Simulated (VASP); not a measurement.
# AlN (P6_3mc) in VASP: notebook, part 2 of 2

VASP 6.6.1. The steps go on from the part before.

**3. Relaxation of cell and atoms, PBE**

This run uses another cell than the first one, of 10.63 Å³/atom, 1.017 times its volume.

Contents of INCAR:

```
SYSTEM = AlN
PREC = Accurate
ENCUT = 520
EDIFF = 1E-7
ISMEAR = 0
SIGMA = 0.02
LREAL = .False.
LASPH = .True.
NELM = 60
ALGO = Normal
ISIF = 3
LWAVE = .False.
LCHARG = .False.
GGA = PE
IBRION = 2
NSW = 80
EDIFFG = -0.002
KPAR = 4
```

Contents of KPOINTS:

```
Automatic mesh
0
Gamma
  12 12 6
  0 0 0
```

Contents of POSCAR:

```
AlN                                     
1.0
    3.1285726999     -0.0000000000     -0.0000000000
   -1.5642863500      2.7094234337      0.0000000000
   -0.0000000000      0.0000000000      5.0164566731
  Al              N             
     2     2
Direct
     0.3333333300000021    0.6666666699999979    0.9992574421912589
     0.6666666699999979    0.3333333300000021    0.4992574421912588
     0.3333333300000021    0.6666666699999979    0.3807425578087438
     0.6666666699999979    0.3333333300000021    0.8807425578087437
```

Potentials or basis: VASP PAW PBE potentials, release 64 (Al, N).

Launch:

```bash
> cat potpaw_PBE.64/Al/POTCAR potpaw_PBE.64/N/POTCAR > POTCAR
> mpirun -np 4 vasp_std > vasp.out
```

OUTCAR:

```text
SYSTEM = AlN
   PREC = Accurate
   ENCUT = 520
   EDIFF = 1E-7
   ISMEAR = 0
   LREAL = .False.
   LASPH = .True.
   NELM = 60
   ISIF = 3
   GGA = PE
   IBRION = 2
   NSW = 80
   EDIFFG = -0.002

 ion  position               nearest neighbor table
   1  0.333  0.667  0.999-   4 1.90   4 1.90   4 1.90   3 1.91   2 3.09   2 3.09   2 3.09   2 3.09
                             2 3.09   2 3.09
   2  0.667  0.333  0.499-   3 1.90   3 1.90   3 1.90   4 1.91   1 3.09   1 3.09   1 3.09   1 3.09
                             1 3.09   1 3.09
   3  0.333  0.667  0.381-   2 1.90   2 1.90   2 1.90   1 1.91
   4  0.667  0.333  0.881-   1 1.90   1 1.90   1 1.90   2 1.91

  LATTYP: Found a hexagonal cell.
 ALAT       =     3.1285726999
 C/A-ratio  =     1.6034329882

  Lattice vectors:

 A1 = (   3.1285726999,   0.0000000000,   0.0000000000)
 A2 = (  -1.5642863500,   2.7094234337,   0.0000000000)
 A3 = (   0.0000000000,   0.0000000000,   5.0164566731)

Analysis of symmetry for initial positions (statically):
=====================================================================
 Subroutine PRICEL returns:
 Original cell was already a primitive cell.

 Routine SETGRP: Setting up the symmetry group for a
 hexagonal supercell.

 Subroutine GETGRP returns: Found 12 space group operations
 (whereof  6 operations were pure point group operations)
 out of a pool of 24 trial point group operations.

The static configuration has the point symmetry C_3v.
 The point group associated with its full space group is C_6v.

Analysis of symmetry for dynamics (positions and initial velocities):
=====================================================================
 Subroutine PRICEL returns:
 Original cell was already a primitive cell.

 Routine SETGRP: Setting up the symmetry group for a
 hexagonal supercell.

 Subroutine GETGRP returns: Found 12 space group operations
 (whereof  6 operations were pure point group operations)
 out of a pool of 24 trial point group operations.

The dynamic configuration has the point symmetry C_3v.
 The point group associated with its full space group is C_6v.

 Subroutine INISYM returns: Found 12 space group operations
 (whereof  6 operations are pure point group operations),
 and found     1 'primitive' translations

----------------------------------------------------------------------------------------

                                     Primitive cell

  volume of cell :      42.5226

  direct lattice vectors                    reciprocal lattice vectors
     3.128572700  0.000000000  0.000000000     0.319634573  0.184541107  0.000000000
    -1.564286350  2.709423434  0.000000000     0.000000000  0.369082214  0.000000000
     0.000000000  0.000000000  5.016456673     0.000000000  0.000000000  0.199343893

  length of vectors
     3.128572700  3.128572698  5.016456673     0.369082214  0.369082214  0.199343893

  position of ions in fractional coordinates (direct lattice)
     0.333333330  0.666666670  0.999257442
     0.666666670  0.333333330  0.499257442
     0.333333330  0.666666670  0.380742558
     0.666666670  0.333333330  0.880742558

  ion indices of the primitive-cell ions
   primitive index   ion index
                 1           1
                 2           2
                 3           3
                 4           4

[... 59 lines left out ...]
   NGX,Y,Z   is equivalent  to a cutoff of  12.75, 12.75, 13.26 a.u.
   NGXF,Y,Z  is equivalent  to a cutoff of  25.51, 25.51, 26.51 a.u.
 SYSTEM =  AlN
   PREC   = accura    normal or accurate (medium, high low for compatibility)
   ISTART =      0    job   : 0-new  1-cont  2-samecut
   ICHARG =      2    charge: 1-file 2-atom 10-const
   ISPIN  =      1    spin polarized calculation?
   LNONCOLLINEAR =      F non collinear calculations
   LSORBIT =      F    spin-orbit coupling
   LASPH  =      T    aspherical Exc in radial PAW
   ENCUT  =  520.0 eV  38.22 Ry    6.18 a.u.   5.82  5.82  9.33*2*pi/ulx,y,z
   NELM   =     60;   NELMIN=  2; NELMDL= -5     # of ELM steps
   EDIFF  = 0.1E-06   stopping-criterion for ELM
   LREAL  =      F    real-space projection
   EDIFFG = -.2E-02   stopping-criterion for IOM
   NSW    =     80    number of steps for IOM
   IBRION =      2    ionic relax: 0-MD 1-quasi-New 2-CG
   NFREE  =      1    steps in history (QN), initial steepest desc. (CG)
   ISIF   =      3    stress and relaxation
   ISYM   =      2    0-nonsym 1-usesym 2-fastsym
   POTIM  = 0.5000    time-step for ionic-motion
   TEBEG  =    0.0;   TEEND  =   0.0 temperature during run
   PSTRESS=    0.0 pullay stress
   NELECT =      16.0000    total number of electrons
   NUPDOWN=      -1.0000    fix difference up-down
   EMIN   =  10.00;   EMAX   =-10.00  energy-range for DOS
   EFERMI =   0.00;   METHOD = LEGACY
   ISMEAR =     0;   SIGMA  =   0.02  broadening in eV -4-tet -1-fermi 0-gaus
   EFERMI_NEDOS =   21; number of points for ismear=-14 and -15
   IALGO  =     38    algorithm
   IMIX   =      4    mixing-type and parameters
     AMIX     =   0.40;   BMIX     =  1.00
     AMIX_MAG =   1.60;   BMIX_MAG =  1.00
  volume/ion in A,a.u.               =      10.63        71.74
  Fermi-wavevector in a.u.,A,eV,Ry     =   1.181884  2.233436 19.005287  1.396849
  Thomas-Fermi vector in A             =   2.318149
   LORBIT       =      0    0 simple, 1 ext, 2 COOP (PROOUT), +10 PAW based schemes
   GGA     = PE    functional components
   LHFCALC =     F    Hartree Fock is set to
   AEXX    =    0.0000 exact exchange contribution
   IVDW    =     0    specifies the selected vdW correction
   LEPSILON=     F    determine dielectric tensor
   LRPA    =     F    only Hartree local field effects (RPA)
 conjugate gradient relaxation of ions
 non-spin polarized calculation
 Gauss-broadening in eV      SIGMA  =   0.02
  energy-cutoff  :      520.00
  volume of cell :       42.52
 maximum number of plane-waves:      1170
 NGX is ok and might be reduce to    24
   NGX = 11   NGY = 11   NGZ = 19

 number of electron      15.9999998 magnetization

 Free energy of the ion-electron system (eV)
  ---------------------------------------------------
  ext. energy  EPLUGINS =         0.00000000
  ---------------------------------------------------
  free energy    TOTEN  =       -29.78053350 eV

  energy without entropy =      -29.78053350  energy(sigma->0) =      -29.78053350

 E-fermi :   6.0772     XC(G=0): -10.8329

 val. band max:        5.9757876204   @ k =   0.0000   0.0000   0.0000
 cond. band min:      10.0320382053   @ k =   0.0000   0.0000   0.0000
 fundamental gap:      4.0562505848
 Fermi energy:         6.0772327403

 k-point     1 :       0.0000    0.0000    0.0000
  band No.  band energies     occupation
      1      -9.0983      2.00000
      2      -7.0122      2.00000
      3       0.0648      2.00000
      4       5.1326      2.00000
      5       5.1326      2.00000
      6       5.7749      2.00000
      7       5.7749      2.00000
      8       5.9758      2.00000
      9      10.0320      0.00000
     10      12.4991      0.00000
     11      16.4428      0.00000
     12      17.0157      0.00000
[... 331 lines left out ...]
 k-point    24 :       0.3333    0.0000    0.1667
  band No.  band energies     occupation
      1      -7.8043      2.00000
      2      -6.6105      2.00000
      3       1.1323      2.00000
      4       2.0799      2.00000
      5       2.6817      2.00000
      6       4.2367      2.00000
      7       5.1966      2.00000
      8       5.3312      2.00000
      9      11.7609      0.00000
     10      12.5780      0.00000
     11      14.3309      0.00000
     12      16.0180      0.00000

 [... further k-points ...]

------------------------ aborting loop because EDIFF is reached ----------------------------------------

  FORCE on cell =-STRESS in cart. coord.  units (eV):
  Direction    XX          YY          ZZ          XY          YZ          ZX
  --------------------------------------------------------------------------------------
  -------------------------------------------------------------------------------------
  Total        0.0012934      0.0012934     -0.0004893     -0.0000000      0.0000000      0.0000000
  in kB        0.0487344      0.0487344     -0.0184355     -0.0000000      0.0000000      0.0000000
  external PRESSURE =       0.0263444 kB  Pullay stress =       0.0000000 kB

 VOLUME and BASIS-vectors are now :
 -----------------------------------------------------------------------------
  energy-cutoff  :      520.00
  volume of cell :       42.52
      direct lattice vectors                 reciprocal lattice vectors
     3.128572700  0.000000000  0.000000000     0.319634573  0.184541107  0.000000000
    -1.564286350  2.709423434  0.000000000     0.000000000  0.369082214  0.000000000
     0.000000000  0.000000000  5.016456673     0.000000000  0.000000000  0.199343893

 POSITION                                       TOTAL-FORCE (eV/Angst)
 -----------------------------------------------------------------------------------
     -0.00000      1.80628      5.01273         0.000000      0.000000     -0.000734
      1.56429      0.90314      2.50450         0.000000      0.000000     -0.000734
     -0.00000      1.80628      1.90998        -0.000000      0.000000      0.000734
      1.56429      0.90314      4.41821         0.000000     -0.000000      0.000734
 -----------------------------------------------------------------------------------
    total drift:                               -0.000009      0.000005      0.000552

  FREE ENERGIE OF THE ION-ELECTRON SYSTEM (eV)
  ---------------------------------------------------
  free  energy   TOTEN  =       -29.7805334971 eV

  energy  without entropy=      -29.7805334971  energy(sigma->0) =      -29.78053350

 reached required accuracy - stopping structural energy minimisation
```

Run time: 10 s. Hardware: 4 MPI ranks of Intel Xeon Platinum 8259CL at 2.50GHz (Skylake/Cascade Lake), shared host; peak memory 0.16 GiB.

Results:

* Free energy: -29.7805 eV
* Pressure after relaxing: 0.0 GPa
* Band gap on the k mesh: 4.06 eV, direct

Final structure:
```yaml
crystal:
  lattice:
    - [3.12857, 0.00000, 0.00000]
    - [-1.56429, 2.70942, 0.00000]
    - [0.00000, 0.00000, 5.01646]
  atoms:
    - { symbol: Al, position: [0.33333, 0.66667, 0.99926] }
    - { symbol: Al, position: [0.66667, 0.33333, 0.49926] }
    - { symbol: N, position: [0.33333, 0.66667, 0.38074] }
    - { symbol: N, position: [0.66667, 0.33333, 0.88074] }
```

Levels at points of the mesh, in eV from the valence-band top:
```csv
k point,band 5,band 6,band 7,band 8,band 9,band 10,band 11,band 12
"(0.00, 0.00, 0.00)",-0.84,-0.20,-0.20,0.00,4.06,6.52,10.47,11.04
"(0.50, 0.00, 0.00)",-3.30,-2.05,-1.74,-0.68,5.76,5.77,8.04,10.15
"(0.00, 0.00, 0.50)",-0.53,-0.53,-0.53,-0.53,6.32,6.32,10.18,10.18
"(0.50, 0.00, 0.50)",-1.44,-1.44,-1.35,-1.35,5.25,5.25,9.15,9.15
```

Caveat: the relaxation stopped at its first step, so nothing moved. As with any semilocal functional, this PBE gap is likely too small.
